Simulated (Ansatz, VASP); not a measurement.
# W: VASP beside Ansatz

The input INCAR:

```
PREC = Accurate
ENCUT = 520
EDIFF = 1E-6
ISMEAR = 0
SIGMA = 0.1
LREAL = False
LASPH = True
NELM = 80
ALGO = Normal
ISIF = 2
LWAVE = False
LCHARG = False
GGA = PS
NBANDS = 13
```

The input KPOINTS:

```
regular mesh
0
Gamma
  18 18 18
```

File POSCAR:

```
W
1.0
    0.0000000000      1.9581884845      1.9581884845
    1.9581884845      0.0000000000      1.9581884845
    1.9581884845      1.9581884845      0.0000000000
W
1
Direct
    0.0000000000      0.0000000000      0.0000000000
```

Input for Ansatz:

```yaml
crystal:
  lattice:
    - [0.0, 1.9581884844, 1.9581884844]
    - [1.9581884844, 0.0, 1.9581884844]
    - [1.9581884844, 1.9581884844, 0.0]
  atoms:
    - { symbol: W, position: [0.0, 0.0, 0.0] }
basis:
  ecutwfc: 420
kpoints:
  mp_grid: { grid: [18, 18, 18] }
hamiltonian:
  xc: pbesol
scf:
  occupations: { method: gaussian, width: 0.1 }
output:
  forces: true
  stress: true
  eigenvalues: true
```

Alike in both runs: task single point; functional PBEsol; k mesh 18 × 18 × 18; occupations gaussian, width 0.1 eV; no spin polarisation.

|  | VASP | Ansatz |
| --- | --- | --- |
| version | VASP 6.6.1 | Ansatz 0.2.0 |
| potentials or method | VASP PAW PBE potentials, release 64 (W_sv) | scalar-relativistic, plane waves, PAW |
| plane-wave cutoff (eV) | 520 | 420 |
| valence electrons in the cell | 14 | 14 |

Ansatz gave:

```
gap on the k mesh at the Fermi level (eV) : none
pressure (GPa)                            : 21.2
```

Question: Estimate VASP's values.

Answer: gap on the k mesh at the Fermi level (eV): none; pressure (GPa): 22.2.

A gap of «none» marks a metal or a gap that the smearing closes.

Caveats: so large a pressure means that the cell lies far from this level's equilibrium, or that cutoff or potentials fall short (VASP); the potentials were made for another functional, which shifts forces and pressure (VASP). The runs have no spin-orbit coupling, so splittings on W are missing.
